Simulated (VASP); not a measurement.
# BN (Qingsongite): how cutoff and mesh change the relaxed cell

How far does the relaxed cell of BN (Qingsongite) depend on cutoff and k mesh? The starting structure is a measured crystal structure from the Crystallography Open Database. The first relaxation on each setting starts from this cell expanded by 3 % in volume.

Calculated with VASP 6.6.1; Kohn-Sham DFT with plane waves and PAW; PBEsol.

## (1) Set-up

Symmetry: F-43m, No. 216, cubic system. Conventional cell: a = 3.615 Å, b = 3.615 Å, c = 3.615 Å, α = 90.00°, β = 90.00°, γ = 90.00°. Nearest to N lie 4 B at 1.57 Å. Nearest to B lie 4 N at 1.57 Å. Farther neighbours and most contacts between anions are not listed.

## (2) Reference relaxation

This run starts from the cell of an earlier relaxation, which isn't shown; the restart sets up the plane waves anew.

The input, INCAR:

```
SYSTEM = BN
PREC = Accurate
ENCUT = 520
EDIFF = 1E-06
NELM = 100
ISMEAR = 0
SIGMA = 0.03
LREAL = .FALSE.
ALGO = Normal
GGA = PS
NBANDS = 10
LORBIT = 11
LWAVE = .FALSE.
LCHARG = .FALSE.
KPAR = 4
IBRION = 2
NSW = 50
ISIF = 3
EDIFFG = -0.006
```

The input, POSCAR:

```
BN
1.0
    0.0000000000      1.8038801229      1.8038801229
    1.8038801229      0.0000000000      1.8038801229
    1.8038801229      1.8038801229      0.0000000000
N B
1 1
Direct
    0.7500000000      0.7500000000      0.7500000000
    0.0000000000      0.0000000000      0.0000000000
```

The input, KPOINTS:

```
Automatic mesh
0
Gamma
10 10 10
0 0 0
```

The projector-augmented-wave data sets are N and B (PBE family, release 64).

On the command line:

```bash
$ mpirun -np 4 vasp_std
```

What it wrote:

```text
[banner, memory and clock lines left out]
running    4 mpi-ranks, on    1 nodes
 distrk:  each k-point on    1 cores,    4 groups
 distr:  one band on    1 cores,    1 groups

 POSCAR found type information on POSCAR N B
 POSCAR found :  2 types and       2 ions
|                                                                             |
|               ----> ADVICE to this user running VASP <----                  |
|                                                                             |
|     You enforced a specific xc type in the INCAR file but a different       |
|     [... a line on the potential file left out ...]
|     I HOPE YOU KNOW WHAT YOU ARE DOING!                                     |
|                                                                             |

 LDA part: xc-table for (Slater+PW92), standard interpolation
 POSCAR, INCAR and KPOINTS ok, starting setup
 FFT: planning ... GRIDC
 FFT: planning ... GRID_SOFT
 FFT: planning ... GRID
 WAVECAR not read
 entering main loop
       N       E                     dE             d eps       ncg     rms          rms(c)
DAV:   1     0.851966068169E+01    0.85197E+01   -0.49594E+03   980   0.793E+02
DAV:   2    -0.188347583891E+02   -0.27354E+02   -0.26165E+02  1110   0.169E+02
DAV:   3    -0.193008123989E+02   -0.46605E+00   -0.46536E+00  1088   0.194E+01
DAV:   4    -0.193013714615E+02   -0.55906E-03   -0.55905E-03  1026   0.739E-01
DAV:   5    -0.193013719937E+02   -0.53221E-06   -0.53194E-06  1090   0.232E-02    0.659E+00
DAV:   6    -0.184532255374E+02    0.84815E+00   -0.27556E+00  1000   0.103E+01    0.328E+00
DAV:   7    -0.183675472050E+02    0.85678E-01   -0.10164E-01  1008   0.271E+00    0.188E+00
DAV:   8    -0.183468929120E+02    0.20654E-01   -0.35221E-02  1054   0.137E+00    0.182E-01
DAV:   9    -0.183468958996E+02   -0.29876E-05   -0.79061E-04  1014   0.256E-01    0.771E-02
DAV:  10    -0.183469132221E+02   -0.17322E-04   -0.61573E-05  1034   0.732E-02    0.129E-02
DAV:  11    -0.183469150085E+02   -0.17864E-05   -0.49550E-06  1072   0.173E-02    0.820E-03
DAV:  12    -0.183469149876E+02    0.20858E-07   -0.12257E-06   536   0.789E-03
   1 F= -.18346915E+02 E0= -.18346915E+02  d E =-.183469E+02
 curvature:   0.00 expect dE= 0.000E+00 dE for cont linesearch  0.000E+00
 trial: gam= 0.00000 g(F)=  0.245E-50 g(S)=  0.856E-06 ort = 0.000E+00 (trialstep = 0.100E+01)
 search vector abs. value=  0.856E-06
 reached required accuracy - stopping structural energy minimisation
```

The job ended after 4.2 s (4 MPI ranks of Intel Xeon Platinum 8375C at 2.90GHz (Ice Lake), shared host; peak memory 0.46 GiB).

Lines that name or quote the potential files are left out of all logs, and their timing lines are given in words.

Parts of OUTCAR (step 2):

```text
ion  position               nearest neighbor table
   1  0.750  0.750  0.750-   2 1.56   2 1.56   2 1.56   2 1.56
   2  0.000  0.000  0.000-   1 1.56   1 1.56   1 1.56   1 1.56

  LATTYP: Found a face centered cubic cell.
 ALAT       =     3.6077602458

 Subroutine GETGRP returns: Found 24 space group operations
 (whereof 24 operations were pure point group operations)

The static configuration has the point symmetry T_d .

 Found     47 irreducible k-points:

   k-points           NKPTS =     47   k-points in BZ     NKDIM =     47   number of bands    NBANDS=     10

   dimension x,y,z NGX =    20 NGY =   20 NGZ =   20
   dimension x,y,z NGXF=    40 NGYF=   40 NGZF=   40

   ENCUT  =  520.0 eV  38.22 Ry    6.18 a.u.   4.74  4.74  4.74*2*pi/ulx,y,z

   NELECT =       8.0000    total number of electrons

 k-points in reciprocal lattice and weights: Automatic mesh
   0.00000000  0.00000000  0.00000000       0.001
   0.10000000  0.00000000  0.00000000       0.008
   0.20000000  0.00000000  0.00000000       0.008
   0.30000000  0.00000000  0.00000000       0.008
   0.40000000  0.00000000  0.00000000       0.008
   0.50000000  0.00000000  0.00000000       0.004
   0.10000000  0.10000000  0.00000000       0.006
   0.20000000  0.10000000  0.00000000       0.024
   0.30000000  0.10000000  0.00000000       0.024
[...]
-0.30000000  0.40000000  0.20000000       0.024
  -0.30000000  0.50000000  0.20000000       0.012

 average (electrostatic) potential at core
       1 -60.3281       2 -24.4096

 E-fermi :   7.6427

 k-point     1 :       0.0000    0.0000    0.0000
  band No.  band energies     occupation
      1     -12.8846      2.00000
      2       7.4371      2.00000
      3       7.4371      2.00000
      4       7.4371      2.00000
      5      16.2270      0.00000
      6      16.2270      0.00000
      7      16.2270      0.00000
      8      17.8018      0.00000
      9      32.0598      0.00000
    ...

 k-point     2 :       0.1000    0.0000    0.0000
  band No.  band energies     occupation
      1     -12.6389      2.00000
      2       6.1525      2.00000
      3       7.1793      2.00000
      4       7.1793      2.00000
      5      16.5017      0.00000
      6      16.6157      0.00000
      7      16.6157      0.00000
      8      18.6020      0.00000
      9      31.7107      0.00000
    ...

 k-point     3 :       0.2000    0.0000    0.0000
  band No.  band energies     occupation
      1     -11.9153      2.00000
      2       3.4089      2.00000
      3       6.6014      2.00000
      4       6.6014      2.00000
      5      16.8895      0.00000
      6      17.4151      0.00000
      7      17.4151      0.00000
      8      20.2490      0.00000
      9      31.0050      0.00000
    ...

  Total       -0.0034387     -0.0034387     -0.0034387      0.0000000     -0.0000000      0.0000000
  in kB       -0.4692997     -0.4692997     -0.4692997      0.0000000     -0.0000000      0.0000000
  external PRESSURE =      -0.4692997 kB  Pullay stress =       0.0000000 kB

  energy-cutoff  :      520.00
  volume of cell :       11.74
      direct lattice vectors                 reciprocal lattice vectors
     0.000000000  1.803880123  1.803880123    -0.277180281  0.277180281  0.277180281
     1.803880123  0.000000000  1.803880123     0.277180281 -0.277180281  0.277180281
     1.803880123  1.803880123  0.000000000     0.277180281  0.277180281 -0.277180281

 POSITION                                       TOTAL-FORCE (eV/Angst)
 -----------------------------------------------------------------------------------
      2.70582      2.70582      2.70582         0.000000      0.000000      0.000000
      0.00000      0.00000      0.00000        -0.000000     -0.000000     -0.000000
 -----------------------------------------------------------------------------------
    total drift:                               -0.000000     -0.000000     -0.000000

  FREE ENERGIE OF THE ION-ELECTRON SYSTEM (eV)
  ---------------------------------------------------
  free  energy   TOTEN  =       -18.3469149876 eV

  energy  without entropy=      -18.3469149876  energy(sigma->0) =      -18.34691499

 reached required accuracy - stopping structural energy minimisation

 total charge
# of ion       s       p       d       tot
------------------------------------------
    1        1.208   2.759   0.000   3.967
    2        0.677   1.368   0.000   2.045
--------------------------------------------------
tot          1.885   4.128   0.000   6.012

[... 3 further parts left out ...]
```

CONTCAR:

```
BN
   1.00000000000000
     0.0000000000000000    1.8038801229000001    1.8038801229000001
     1.8038801229000001    0.0000000000000000    1.8038801229000001
     1.8038801229000001    1.8038801229000001    0.0000000000000000
  N               B
     1     1
Direct
     0.7500000000000000    0.7500000000000000    0.7500000000000000
     0.0000000000000000    0.0000000000000000    0.0000000000000000
```

The PAW data sets were made with PBE, which is usual practice but a small mismatch for other functionals. The run keeps the 24 symmetry operations of its start, so it cannot find a distortion of lower symmetry.

The reference relaxation ends at 5.870 Å³ an atom. Pressures at 0.985 and 1.015 times this volume, from two more relaxations that aren't shown, give a bulk modulus of 387.3 GPa.

## (3) Relaxation with a cutoff of 400 eV

Against step 2 the input has ENCUT = 400. This run starts from the cell of an earlier relaxation, which isn't shown; the restart sets up the plane waves anew.

Edit INCAR of step 2 so:

```diff
@@ -2,3 +2,3 @@
 PREC = Accurate
-ENCUT = 520
+ENCUT = 400
 EDIFF = 1E-06
```

The input, POSCAR:

```
BN
1.0
    0.0000000000      1.7964908702      1.7964908702
    1.7964908702      0.0000000000      1.7964908702
    1.7964908702      1.7964908702      0.0000000000
N B
1 1
Direct
    0.7500000000      0.7500000000      0.7500000000
    0.0000000000      0.0000000000      0.0000000000
```

KPOINTS is that of step 2.

On the command line:

```bash
$ mpirun -np 4 vasp_std
```

What it wrote:

```text
[banner, memory and clock lines left out]
running    4 mpi-ranks, on    1 nodes
[...]
[... a notice as in an earlier step ...]

 LDA part: xc-table for (Slater+PW92), standard interpolation
 POSCAR, INCAR and KPOINTS ok, starting setup
[...]
entering main loop
       N       E                     dE             d eps       ncg     rms          rms(c)
DAV:   1     0.147720720749E+01    0.14772E+01   -0.45032E+03   980   0.660E+02
DAV:   2    -0.190168115148E+02   -0.20494E+02   -0.20103E+02  1122   0.134E+02
DAV:   3    -0.193041263046E+02   -0.28731E+00   -0.28705E+00  1104   0.138E+01
DAV:   4    -0.193043867541E+02   -0.26045E-03   -0.26044E-03  1004   0.492E-01
[...]
DAV:  10    -0.183401781446E+02   -0.19422E-04   -0.54791E-05  1058   0.651E-02    0.130E-02
DAV:  11    -0.183401799978E+02   -0.18532E-05   -0.47624E-06  1030   0.167E-02    0.841E-03
DAV:  12    -0.183401799867E+02    0.11065E-07   -0.11937E-06   522   0.697E-03
   1 F= -.18340180E+02 E0= -.18340180E+02  d E =-.183402E+02
[...]
DAV:   2    -0.183400789202E+02    0.12253E-02   -0.49284E-03  1010   0.444E-01    0.708E-02
DAV:   3    -0.183400203765E+02    0.58544E-04   -0.16183E-04  1006   0.111E-01    0.291E-02
DAV:   4    -0.183400040495E+02    0.16327E-04   -0.20956E-05  1030   0.338E-02    0.914E-03
DAV:   5    -0.183400039505E+02    0.98947E-07   -0.91021E-07   532   0.726E-03
   2 F= -.18340004E+02 E0= -.18340004E+02  d E =0.176036E-03
 trial-energy change:    0.000176  1 .order    0.000185   -0.001135    0.001505
 step:   0.4350(harm=  0.4299)  dis= 0.00000  next Energy=   -18.340428 (dE=-0.248E-03)
[...]
N       E                     dE             d eps       ncg     rms          rms(c)
DAV:   1    -0.183408476016E+02   -0.84355E-03   -0.11997E-02   996   0.942E-01    0.147E-01
DAV:   2    -0.183404535493E+02    0.39405E-03   -0.15918E-03  1008   0.252E-01    0.399E-02
DAV:   3    -0.183404343339E+02    0.19215E-04   -0.50849E-05   998   0.621E-02    0.164E-02
DAV:   4    -0.183404283615E+02    0.59724E-05   -0.67208E-06  1034   0.191E-02    0.513E-03
DAV:   5    -0.183404281031E+02    0.25836E-06   -0.28968E-07   478   0.409E-03
   3 F= -.18340428E+02 E0= -.18340428E+02  d E =-.248116E-03
[...]
reached required accuracy - stopping structural energy minimisation
```

The job ended after 5.2 s (4 MPI ranks; peak memory 0.42 GiB; 17 s of CPU time).

OUTCAR, selected parts (step 3):

```text
  Total        0.0002107      0.0002107      0.0002107      0.0000000      0.0000000      0.0000000
  in kB        0.0292201      0.0292201      0.0292201      0.0000000      0.0000000      0.0000000
  external PRESSURE =       0.0292201 kB  Pullay stress =       0.0000000 kB

 POSITION                                       TOTAL-FORCE (eV/Angst)
 -----------------------------------------------------------------------------------
      2.69120      2.69120      2.69120         0.000000      0.000000      0.000000
      0.00000      0.00000      0.00000        -0.000000     -0.000000     -0.000000
 -----------------------------------------------------------------------------------
    total drift:                               -0.000001     -0.000001     -0.000000

  FREE ENERGIE OF THE ION-ELECTRON SYSTEM (eV)
  ---------------------------------------------------
  free  energy   TOTEN  =       -18.3404281031 eV

  energy  without entropy=      -18.3404281031  energy(sigma->0) =      -18.34042810

[... 2 parts as in an earlier step ...]

[... 2 further parts left out ...]
[key lines of the parts left out:]
E-fermi :   7.8261
```

With a cutoff of 400 eV the cell ends at 5.775 Å³ an atom, -1.61 % from the reference; the bulk modulus is 405.3 GPa against 387.3 GPa.

## (4) Relaxation with a 6×6×6 mesh

Against step 2 the input has a 6×6×6 mesh. This run starts from the cell of an earlier relaxation, which isn't shown; the restart sets up the plane waves anew.

Edit INCAR of step 3 so:

```diff
@@ -2,3 +2,3 @@
 PREC = Accurate
-ENCUT = 400
+ENCUT = 520
 EDIFF = 1E-06
```

The input, POSCAR:

```
BN
1.0
    0.0000000000      1.8039391071      1.8039391071
    1.8039391071      0.0000000000      1.8039391071
    1.8039391071      1.8039391071      0.0000000000
N B
1 1
Direct
    0.7500000000      0.7500000000      0.7500000000
    0.0000000000      0.0000000000      0.0000000000
```

The input, KPOINTS:

```
Automatic mesh
0
Gamma
6 6 6
0 0 0
```

On the command line:

```bash
$ mpirun -np 4 vasp_std
```

What it wrote:

```text
[... set-up lines as in an earlier step ...]
 entering main loop
       N       E                     dE             d eps       ncg     rms          rms(c)
DAV:   1     0.101934173407E+02    0.10193E+02   -0.53553E+03   328   0.804E+02
DAV:   2    -0.188048974609E+02   -0.28998E+02   -0.28615E+02   406   0.175E+02
DAV:   3    -0.192985177912E+02   -0.49362E+00   -0.49315E+00   374   0.194E+01
DAV:   4    -0.192992550791E+02   -0.73729E-03   -0.73728E-03   348   0.784E-01
[...]
DAV:  10    -0.183428162766E+02   -0.17242E-04   -0.60135E-05   364   0.729E-02    0.129E-02
DAV:  11    -0.183428180675E+02   -0.17909E-05   -0.45252E-06   346   0.169E-02    0.788E-03
DAV:  12    -0.183428180549E+02    0.12636E-07   -0.11347E-06   186   0.762E-03
   1 F= -.18342818E+02 E0= -.18342818E+02  d E =-.183428E+02
[...]
reached required accuracy - stopping structural energy minimisation
```

It took 2.4 s on 4 MPI ranks; peak memory 0.42 GiB; 6.4 s of CPU time.

From OUTCAR (step 4):

```text
  Total       -0.0033385     -0.0033385     -0.0033385      0.0000000     -0.0000000      0.0000000
  in kB       -0.4555873     -0.4555873     -0.4555873      0.0000000     -0.0000000      0.0000000
  external PRESSURE =      -0.4555873 kB  Pullay stress =       0.0000000 kB

 POSITION                                       TOTAL-FORCE (eV/Angst)
 -----------------------------------------------------------------------------------
      2.70591      2.70591      2.70591        -0.000000     -0.000000     -0.000000
      0.00000      0.00000      0.00000         0.000000      0.000000      0.000000
 -----------------------------------------------------------------------------------
    total drift:                               -0.000000     -0.000000     -0.000000

  FREE ENERGIE OF THE ION-ELECTRON SYSTEM (eV)
  ---------------------------------------------------
  free  energy   TOTEN  =       -18.3428180549 eV

  energy  without entropy=      -18.3428180549  energy(sigma->0) =      -18.34281805

[... 1 part as in an earlier step ...]

[... 3 further parts left out ...]
[key lines of the parts left out:]
E-fermi :   7.6538
```

With a 6×6×6 mesh the cell ends at 5.870 Å³ an atom, +0.01 % from the reference; the bulk modulus is 387.5 GPa against 387.3 GPa.

(Part 1 of 2 ends here.)

[Lines on the potential files, build, host, timing and source positions are cut from VASP's logs without a mark.]

[Logs are printed without paths, hosts, clocks, repeated set-up lines and the standing remarks that a program may print on its own settings, such as how far it seeks lower states.]

[Hosts, paths, dates, database ids (printed as entryN), source tags and the programs' standing remarks are cut or masked in the printed files.]
